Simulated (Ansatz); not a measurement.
# Y2CS2 MXene monolayer in a perpendicular field

Aim: how the Y2CS2 MXene monolayer screens a field along its normal, and what the field does to its bands. A positive field points along +c.

Method: plane-wave DFT, PBE-D3(BJ), Ansatz PAW, in Ansatz 0.2.0.

## Step 1: Starting point

The cell holds 5 atoms: 2 S, 2 Y and 1 C. Cell: a = 3.478 Å, b = 3.478 Å, c = 44.032 Å, α = 90.0°, β = 90.0°, γ = 120.0°. Vacuum lies along c.

## Step 2: Relaxation

The starting cell is a guess, so the in-plane lattice and the atoms are relaxed first, with the slab cut off from its images along the normal.

input.yaml reads:

```yaml
crystal:
  lattice:
    - [3.47776, 0.0, 0.0]
    - [-1.73888, 3.0118285083, 0.0]
    - [0.0, 0.0, 44.0318076641]
  atoms:
    - { symbol: S, position: [0.3333333333, 0.6666666667, 0.4258285316] }
    - { symbol: "Y", position: [0.6666666667, 0.3333333333, 0.4688354507] }
    - { symbol: C, position: [0.0, 0.0, 0.5] }
    - { symbol: "Y", position: [0.3333333333, 0.6666666667, 0.5311645493] }
    - { symbol: S, position: [0.6666666667, 0.3333333333, 0.5741714684] }
  periodic: [true, true, false]
kpoints:
  mp_grid: { grid: [12, 12, 1] }
hamiltonian:
  xc: pbe
  dispersion: d3bj
scf:
  occupations: { method: fermi_dirac, width: 0.05 }
  convergence: { dr2_threshold: 1.0e-09 }
relax:
  f_tol: 0.004
  max_steps: 90
  cell: {}
output:
  write_potential: true
  write_density: true
  volumetric_format: npy
```

On the command line:

```console
ansatz run input.yaml --threads 2 --pin off --max-ram 3072MiB --backend cpu --events-out ev --progress --plain --runs-dir out
```

Numbers of over 12 decimals in the logs are rounded to 6 here.

The program printed:

```text
Warning: relax.cell: scf.convergence.dr2_threshold = 1e-9 eV is looser than the 1.8294869528e-10 eV advised for a relaxation that steers and ends on the stress (1e-10 eV for each atom of the cell: 5, times the square of relax.cell.stress_2d_tol = 0.05 N/m over 16.5 Å (the atoms' height at the walk's start and 5 Å past either face), 3.024e-2 GPa, over a crystal's default 0.05). What an SCF threshold leaves in a stress goes as its square root, and in the free energy as the threshold itself, and one threshold admits the most on a small cell: [figures from the program's tests cut] Set scf.convergence.dr2_threshold to 1.8294869528e-10 eV or tighter. [rest of the remark cut]
Engine: ansatz 0.2.0, aarch64-unknown-linux-gnu
Pseudopotentials: kind: paw
Pseudopotential: S, paw, valence charge 6, recommended cutoff 420 eV (normal), S.paw.azcp
Pseudopotential: Y, paw, valence charge 11, recommended cutoff 420 eV (normal), Y.paw.azcp
Pseudopotential: C, paw, valence charge 4, recommended cutoff 420 eV (normal), C.paw.azcp
Functional definition: PBE
  parameter kappa = 0.804
  parameter beta = 0.066725
  exchange = pbe_x(kappa = kappa, mu = beta*pi^2/3)
  correlation = pbe_c(beta = beta)
Crystal: 5 atoms, lattice volume = 461.208 Å³
Basis set: ecut = 420 eV, 8997 PW (Γ), exchange–correlation on 48×48×600 points (8 copies of the dense FFT grid, shifted against one another)
Bands: 24, of which v1, the nominal top of the filled ones, is band 19 counted from 1 (18 counted from 0)
Symmetry: 12 space group operations
Space group: P-3m1 (ITA 164), of the structure as read, at distance tolerance 7.7e-5 Å
k-points: 19 of 144
Non-local potential: S, projectors of the file, l = 0: 2, l = 1: 2, l = 2: 2
Non-local potential: Y, projectors of the file, l = 0: 3, l = 1: 2, l = 2: 2, l = 3: 1
Non-local potential: C, projectors of the file, l = 0: 2, l = 1: 2, l = 2: 1
PAW form: soft (Blöchl's): semilocal exchange-correlation on the pseudo side does not see the compensation charge
PAW one-centre angular grid: S, 110 points (default); XC on 64 Gauss nodes
PAW one-centre angular grid: Y, 590 points (default); XC on 64 Gauss nodes
PAW one-centre angular grid: C, 110 points (default); XC on 64 Gauss nodes
Initial density: superposition of atomic densities (neutral atoms: chi_scale 0, normalization atom), corrected by the library's trained network
Initial wavefunctions: pseudopotential atomic-orbital guess
Functional: x = pbe(κ = 0.804, μ = 0.219515), c = pbe(β = 0.066725)
SCF iter   1: F=—  HF=-9756.556826 eV  |F-HF|=—  |Δ(HF+E_count)|=         —  Δρ=2.83e-3  dr2=3.42e-1  ethr=1.77e-3  ⟨swp⟩=12.9  Hψ=3533  notcnv=0
preconditioner: auto → LDOS  [metal: Δε(μ)=0.043 eV  Ē_g=7.052 eV  σ=0.050 eV  W_gap=0.21  n_scr=24 (ndim 8)  ℏωp=8.1 eV  f_vac=0.762  D(μ)=4.53/eV (n_scr^D=18)  β→1.0]
SCF iter   2: F=—  HF=-9756.533287 eV  |F-HF|=—  |Δ(HF+E_count)|=   2.35e-2  Δρ=8.27e-4  dr2=4.38e-3  ethr=9.01e-4  ⟨swp⟩=2.9  Hψ=697  notcnv=0
SCF iter   3: F=—  HF=-9756.535419 eV  |F-HF|=—  |Δ(HF+E_count)|=   2.13e-3  Δρ=2.24e-4  dr2=4.58e-4  ethr=1.15e-5  ⟨swp⟩=3.5  Hψ=1129  notcnv=0
SCF iter   4: F=—  HF=-9756.535483 eV  |F-HF|=—  |Δ(HF+E_count)|=   6.42e-5  Δρ=5.82e-5  dr2=2.99e-5  ethr=1.21e-6  ⟨swp⟩=3.2  Hψ=910  notcnv=0
SCF iter   5: F=—  HF=-9756.535444 eV  |F-HF|=—  |Δ(HF+E_count)|=   3.85e-5  Δρ=2.51e-5  dr2=6.01e-6  ethr=7.86e-8  ⟨swp⟩=3.4  Hψ=989  notcnv=0
SCF iter   6: F=—  HF=-9756.535448 eV  |F-HF|=—  |Δ(HF+E_count)|=   3.49e-6  Δρ=7.00e-6  dr2=5.91e-7  ethr=1.58e-8  ⟨swp⟩=3.2  Hψ=912  notcnv=0
SCF iter   7: F=—  HF=-9756.535417 eV  |F-HF|=—  |Δ(HF+E_count)|=   3.05e-5  Δρ=1.43e-6  dr2=1.32e-8  ethr=1.56e-9  ⟨swp⟩=2.8  Hψ=884  notcnv=0
SCF iter   8: F=-9756.535417 eV  HF=-9756.535417 eV  |F-HF|=8.69e-9  |Δ(HF+E_count)|=   2.81e-8  Δρ=3.58e-7  dr2=8.40e-10  ethr=2.63e-12  ⟨swp⟩=13.2  Hψ=4253  notcnv=0
SCF 1 converged in 8 iterations: F = -9756.535417 eV  dr2 = 8.40e-10
  greatest PAW one-centre occupation: 0.993 electrons in one spin orbital (limit 2), on the Y atom at site 3 (counted from 0), in its partial waves of l = 0
relax step   1: F+E_penalty+E_count = -9756.53541746 eV  Δ(F+E_penalty+E_count) = +0.000e0 eV  max|allowed force component| = 1.700e0 eV/Å  Δτ_max = 0.0000 Å  P = +6.271 N/m  Ω = 461.208 Å³  fix = [c, alpha, beta]  reactions: c +0.000 N/m  (8 SCF iters, accepted)
Crystal: 5 atoms, lattice volume = 475.153 Å³
Basis set: ecut = 420 eV, 9225 PW (Γ), exchange–correlation on 48×48×600 points (8 copies of the dense FFT grid, shifted against one another)
Initial density: handed on by an earlier stage of this run
Initial wavefunctions: those handed on with the density
SCF iter   1: F=—  HF=-9758.152876 eV  |F-HF|=—  |Δ(HF+E_count)|=         —  Δρ=2.42e-2  dr2=1.47e1  ethr=3.10e-3  ⟨swp⟩=16.1  Hψ=3364  notcnv=0
preconditioner: auto → LDOS  [metal: Δε(μ)=0.029 eV  Ē_g=7.353 eV  σ=0.050 eV  W_gap=0.14  n_scr=24 (ndim 8)  ℏωp=8.0 eV  f_vac=0.761  D(μ)=3.82/eV (n_scr^D=16)  β→1.0]
SCF iter   2: F=—  HF=-9757.136309 eV  |F-HF|=—  |Δ(HF+E_count)|=    1.02e0  Δρ=1.51e-2  dr2=1.86e0  ethr=3.10e-3  ⟨swp⟩=4.2  Hψ=1290  notcnv=0
SCF iter   3: F=—  HF=-9756.915295 eV  |F-HF|=—  |Δ(HF+E_count)|=   2.21e-1  Δρ=5.50e-3  dr2=5.44e-1  ethr=3.10e-3  ⟨swp⟩=2.9  Hψ=908  notcnv=0
SCF iter   4: F=—  HF=-9756.895894 eV  |F-HF|=—  |Δ(HF+E_count)|=   1.94e-2  Δρ=3.06e-3  dr2=1.32e-1  ethr=1.43e-3  ⟨swp⟩=3.1  Hψ=816  notcnv=0
SCF iter   5: F=—  HF=-9756.886032 eV  |F-HF|=—  |Δ(HF+E_count)|=   9.86e-3  Δρ=1.67e-3  dr2=5.90e-2  ethr=3.47e-4  ⟨swp⟩=2.4  Hψ=822  notcnv=0
SCF iter   6: F=—  HF=-9756.882622 eV  |F-HF|=—  |Δ(HF+E_count)|=   3.41e-3  Δρ=2.83e-4  dr2=8.26e-4  ethr=1.55e-4  ⟨swp⟩=2.0  Hψ=598  notcnv=0
SCF iter   7: F=—  HF=-9756.882843 eV  |F-HF|=—  |Δ(HF+E_count)|=   2.21e-4  Δρ=1.00e-4  dr2=1.10e-4  ethr=2.17e-6  ⟨swp⟩=3.5  Hψ=982  notcnv=0
SCF iter   8: F=—  HF=-9756.882860 eV  |F-HF|=—  |Δ(HF+E_count)|=   1.73e-5  Δρ=1.15e-4  dr2=1.02e-4  ethr=2.90e-7  ⟨swp⟩=2.9  Hψ=970  notcnv=0
SCF iter   9: F=—  HF=-9756.882851 eV  |F-HF|=—  |Δ(HF+E_count)|=   9.10e-6  Δρ=7.83e-5  dr2=4.61e-5  ethr=2.69e-7  ⟨swp⟩=1.7  Hψ=569  notcnv=0
SCF iter  10: F=—  HF=-9756.882752 eV  |F-HF|=—  |Δ(HF+E_count)|=   9.89e-5  Δρ=1.51e-5  dr2=2.16e-6  ethr=1.21e-7  ⟨swp⟩=2.3  Hψ=833  notcnv=0
SCF iter  11: F=—  HF=-9756.882724 eV  |F-HF|=—  |Δ(HF+E_count)|=   2.77e-5  Δρ=6.13e-6  dr2=3.33e-7  ethr=5.67e-9  ⟨swp⟩=2.8  Hψ=887  notcnv=0
SCF iter  12: F=—  HF=-9756.882724 eV  |F-HF|=—  |Δ(HF+E_count)|=   4.16e-8  Δρ=1.22e-6  dr2=1.36e-8  ethr=8.76e-10  ⟨swp⟩=2.9  Hψ=979  notcnv=0
[...]
SCF 3 converged in 10 iterations: F = -9757.067936 eV  dr2 = 2.39e-10
relax step   3: F+E_penalty+E_count = -9757.06793614 eV  Δ(F+E_penalty+E_count) = -1.852e-1 eV  max|allowed force component| = 7.746e-1 eV/Å  Δτ_max = 0.1932 Å  P = +6.929 N/m  Ω = 491.434 Å³  energy of the carried Pulay correction = -1.918e-3 eV  fix = [c, alpha, beta]  reactions: c +0.000 N/m  (10 SCF iters, accepted)
[... from here on, the SCF cycles and remarks between the steps are left out ...]
relax step   4: F+E_penalty+E_count = -9757.28260552 eV  Δ(F+E_penalty+E_count) = -2.147e-1 eV  max|allowed force component| = 3.961e-1 eV/Å  Δτ_max = 0.0928 Å  P = +2.230 N/m  Ω = 524.182 Å³  energy of the carried Pulay correction = -3.864e-3 eV  fix = [c, alpha, beta]  reactions: c +0.000 N/m  (10 SCF iters, accepted)
relax step   5: F+E_penalty+E_count = -9757.33397330 eV  Δ(F+E_penalty+E_count) = -5.137e-2 eV  max|allowed force component| = 5.665e-2 eV/Å  Δτ_max = 0.0855 Å  P = +0.096 N/m  Ω = 545.266 Å³  energy of the carried Pulay correction = -5.050e-3 eV  fix = [c, alpha, beta]  reactions: c +0.000 N/m  (11 SCF iters, accepted)
relax step   6: F+E_penalty+E_count = -9757.33590864 eV  Δ(F+E_penalty+E_count) = -1.935e-3 eV  max|allowed force component| = 4.290e-2 eV/Å  Δτ_max = 0.0416 Å  P = +0.165 N/m  Ω = 549.949 Å³  energy of the carried Pulay correction = -5.307e-3 eV  fix = [c, alpha, beta]  reactions: c +0.000 N/m  (9 SCF iters, accepted)
relax step   7: F+E_penalty+E_count = -9757.33618396 eV  Δ(F+E_penalty+E_count) = -2.753e-4 eV  max|allowed force component| = 4.038e-3 eV/Å  Δτ_max = 0.0068 Å  P = -0.008 N/m  Ω = 549.955 Å³  energy of the carried Pulay correction = -5.308e-3 eV  fix = [c, alpha, beta]  reactions: c -0.000 N/m  (9 SCF iters, accepted)
relax step   8: F+E_penalty+E_count = -9757.33619097 eV  Δ(F+E_penalty+E_count) = -7.007e-6 eV  max|allowed force component| = 9.097e-5 eV/Å  Δτ_max = 0.0006 Å  P = -0.002 N/m  Ω = 549.867 Å³  energy of the carried Pulay correction = -5.303e-3 eV  fix = [c, alpha, beta]  reactions: c -0.000 N/m  (6 SCF iters, accepted)
relax step   9: F+E_penalty+E_count = -9757.35153915 eV  Δ(F+E_penalty+E_count) = -1.535e-2 eV  max|allowed force component| = 5.663e-4 eV/Å  Δτ_max = 0.0000 Å  P = +0.192 N/m  Ω = 549.867 Å³  fix = [c, alpha, beta]  reactions: c +0.000 N/m  stress off target by 1.92e-1 N/m on what of the cell is left free  SCF on the basis re-selected at this cell (its energy is not comparable with the rows above)  (7 SCF iters)
relax step  10: F+E_penalty+E_count = -9757.35177253 eV  Δ(F+E_penalty+E_count) = -2.334e-4 eV  max|allowed force component| = 1.069e-3 eV/Å  Δτ_max = 0.0088 Å  P = +0.025 N/m  Ω = 552.235 Å³  energy of the carried Pulay correction = -1.450e-4 eV  fix = [c, alpha, beta]  reactions: c +0.000 N/m  (7 SCF iters, accepted)
iter 1 solved again at ethr=1.45e-7 eV; its pass at ethr=3.10e-3 eV (dr2=5.50e-5 eV) is discarded
SCF iter   1: F=—  HF=-9757.351997 eV  |F-HF|=—  |Δ(HF+E_count)|=         —  Δρ=4.05e-6  dr2=2.77e-8  ethr=1.45e-7  ⟨swp⟩=5.3  Hψ=5230  notcnv=0
eigensolver tolerance schedule: the retry pair's looser diagonalisation over-reported the residual by 1986.12 of it (diagonalisation noise at 0.10 of the residual, at the tolerance the schedule requests for it); recorded, not acted on — ethr = c·dr2/N_el stays at c = 1.0e-1
preconditioner: auto → LDOS  [metal: Δε(μ)=0.016 eV  Ē_g=7.146 eV  σ=0.050 eV  W_gap=0.08  n_scr=24 (ndim 8)  ℏωp=7.4 eV  f_vac=0.781  D(μ)=5.55/eV (n_scr^D=18)  β→1.0]
SCF iter   2: F=—  HF=-9757.351917 eV  |F-HF|=—  |Δ(HF+E_count)|=   7.91e-5  Δρ=9.33e-7  dr2=5.67e-9  ethr=7.28e-11  ⟨swp⟩=5.4  Hψ=1658  notcnv=0
SCF iter   3: F=-9757.351917 eV  HF=-9757.351917 eV  |F-HF|=5.54e-8  |Δ(HF+E_count)|=   2.99e-8  Δρ=2.99e-7  dr2=7.35e-10  ethr=2.63e-12  ⟨swp⟩=14.4  Hψ=4516  notcnv=0
SCF 11 converged in 3 iterations: F = -9757.351917 eV  dr2 = 7.35e-10
relax step  11: F+E_penalty+E_count = -9757.35191744 eV  Δ(F+E_penalty+E_count) = -1.449e-4 eV  max|allowed force component| = 1.072e-3 eV/Å  Δτ_max = 0.0000 Å  P = +0.026 N/m  Ω = 552.235 Å³  fix = [c, alpha, beta]  reactions: c +0.000 N/m  stress off target by 2.57e-2 N/m on what of the cell is left free  SCF on the basis re-selected at this cell (its energy is not comparable with the rows above)  (3 SCF iters)
basis re-selected at this cell: Δ(F+E_penalty+E_count) = -1.449e-4 eV, ΔP = +0.000 N/m vs the last step (what re-selecting the basis moved, of the pressure what is left beyond the Pulay correction that the steps carried, after the strain that the cell walked since its last selection, with what the two solves' SCF thresholds leave and, on support functions, any second-order correction that the steps lacked; it is no m [...]
WARN: The input density's exchange-correlation potential varies sharply where the density is thin. Do not read a vacuum level from v_tot or v_xc, or from such a field of the output density. On a cell that repeats whose density bears no net charge and no dipole along the vacuum's axis use v_es (v_loc + v_h of the components); under efield.dipole_correction with no amplitude use v_es + v_field, which holds any external [...]
SCF converged after 3 iterations
Free energy (F): -9757.351917 eV
Harris-Foulkes:  -9757.351917 eV  (|F-HF|=5.54e-8)
Internal energy: -9757.307736 eV  (E = F + TS)
E sigma→0 (E₀):  -9757.329827 eV
Entropy (-TS):   -0.044182 eV (-8.836 meV/atom)
Fermi energy:    -6.729262 eV
--- Per-component energies (eV) ---
  E_band       = -751.301594
  E_kinetic    = 909.058987
  E_local      = -91694.562607  (includes V_loc(G=0)·N_el)
  E_nonlocal   = 183.577020
  E_hartree    = 45302.564951
  E_xc         = -589.334785
  E_vxc        = -632.887015  (∫ρ·V_xc dr)
  E_paw        = -6949.466425  (= ΣΔE_a)
  E_vpaw       = -121.616975  (= ΣTr[D̂ρ^β])
  E_aug_tail   = 0.000014  (compensation charges beyond the density's cutoff)
  E_ewald      = 43082.003314
  E_disp       = -1.148204  (pairwise vdW)
  E_smearing   = -0.044182  (= −TS)
  E_closure    = 0.000000  (closes the sum)
  Σ components = -9757.351917   (vs F -9757.351917, Δ=0.00e0)
--- Forces (eV/Å), atoms counted from 1 ---
  atom   1  S      0.00000000    -0.00000000     0.00107237
  atom   2  Y      0.00000000    -0.00000000     0.00053803
  atom   3  C      0.00000000     0.00000000     0.00000000
  atom   4  Y     -0.00000000     0.00000000    -0.00053803
  atom   5  S     -0.00000000     0.00000000    -0.00107237
  max |Σ_I F_I| component: 2.17e-19 eV/Å
--- 2D stress c σ (N/m, compression-positive) ---
        0.025723       0.000000       0.000000
        0.000000       0.025723      -0.000000
        0.000000      -0.000000       0.000000
  P = ½ c Tr σ = 0.0257 N/m
--- Band table (eV; the first three rows and the last of 19) ---
  k-point 0: bands = [... 15 lower, -7.6168, -7.6168, -6.2774, -5.9645, -5.9645, -3.3372, -3.3372, -2.8698, ... 1 higher]
  k-point 1: bands = [... 15 lower, -7.8514, -7.6172, -6.3152, -6.1664, -6.0948, -3.4221, -3.1565, -2.8296, ... 1 higher]
  k-point 2: bands = [... 15 lower, -7.7795, -7.6269, -6.9375, -6.3605, -6.1561, -3.7616, -2.7584, -2.6105, ... 1 higher]
  k-point 18: bands = [... 15 lower, -7.9094, -7.9094, -7.3400, -7.3400, -7.2932, -2.5715, -2.5715, -2.4030, ... 1 higher]
  the weakly bound empty levels are not read free of the cell's end (no_gap_told)
--- Relaxed structure (9 steps of the walk, 9 accepted, 2 SCFs on fresh bases) ---
  F+E_penalty+E_count = -9757.35191744 eV   max|allowed force component| = 1.072e-3 eV/Å   (the final SCF, on the basis selected at the relaxed cell)
  cell:  # Å, volume = 552.2351 Å³
    - [3.805515, 0, 0]
    - [-1.902757, 3.295673, 0]
    - [0, 0, 44.0318076641]
  atoms:
    - { symbol: S, position: [0.333333, 0.666667, 0.434325] }
    - { symbol: Y, position: [0.666667, 0.333333, 0.466953] }
    - { symbol: C, position: [0, 0, 0.5] }
    - { symbol: Y, position: [0.333333, 0.666667, 0.533047] }
    - { symbol: S, position: [0.666667, 0.333333, 0.565675] }
```

Run time: 94 s. Hardware: 2 threads of Arm Neoverse V1, shared host; peak memory 0.82 GiB; 3.1 min of CPU time.

Relaxation path:

```csv
step,energy less that of the first step (eV),largest force component (eV/Å),volume (Å³)
1,0.0000,1.7000,461.21
2,-0.3473,0.5315,475.15
3,-0.5325,0.7746,491.43
4,-0.7472,0.3961,524.18
5,-0.7986,0.0567,545.27
6,-0.8005,0.0429,549.95
7,-0.8008,0.0040,549.95
8,-0.8008,0.0001,549.87
9*,-0.8161,0.0006,549.87
10,-0.8164,0.0011,552.24
11*,-0.8165,0.0011,552.24
```

Relaxation steps marked * repeat the geometry before them on a plane-wave basis chosen anew for their cell, so energy and pressure can jump there.

The run keeps the 12 symmetry operations that it works with, so distortions that break them were not tested.

```csv
cell as run,before,after,change
a (Å),3.478,3.806,+9.4 %
b (Å),3.478,3.806,+9.4 %
```

The atoms that moved most (Å, along periodic axes as changes of fractional coordinates times the final cell, across vacuum about the mean position):

```csv
atom,dx,dy,dz,length
S1,0.000,0.000,0.374,0.374
S5,0.000,0.000,-0.374,0.374
Y2,0.000,0.000,-0.083,0.083
Y4,0.000,0.000,0.083,0.083
```

Final coordinates:

```xyz
5
Lattice="3.8055 0.0000 0.0000 -1.9028 3.2957 0.0000 0.0000 0.0000 44.0318" Properties=species:S:1:pos:R:3
S     0.0000    2.1971   19.1241
Y     1.9028    1.0986   20.5608
C     0.0000    0.0000   22.0159
Y     0.0000    2.1971   23.4710
S     1.9028    1.0986   24.9077
```

This step gave:

| Quantity | Value |
| --- | --- |
| energy at zero smearing | -9757.3298 eV |

The lattice constant a goes from 3.478 to 3.806 Å.

(Part 1 of 2 ends here.)

[Logs are printed without paths, hosts, clocks, repeated set-up lines and the standing remarks that a program may print on its own settings, such as how far it seeks lower states.]

[Hosts, paths, dates, database ids (printed as entryN), source tags and the programs' standing remarks are cut or masked in the printed files.]

[Maps of the electrostatic potential energy from Ansatz leave out the sawtooth potential of an applied field or a dipole correction, so their vacuum need not be flat; planar profiles and work functions include it.]
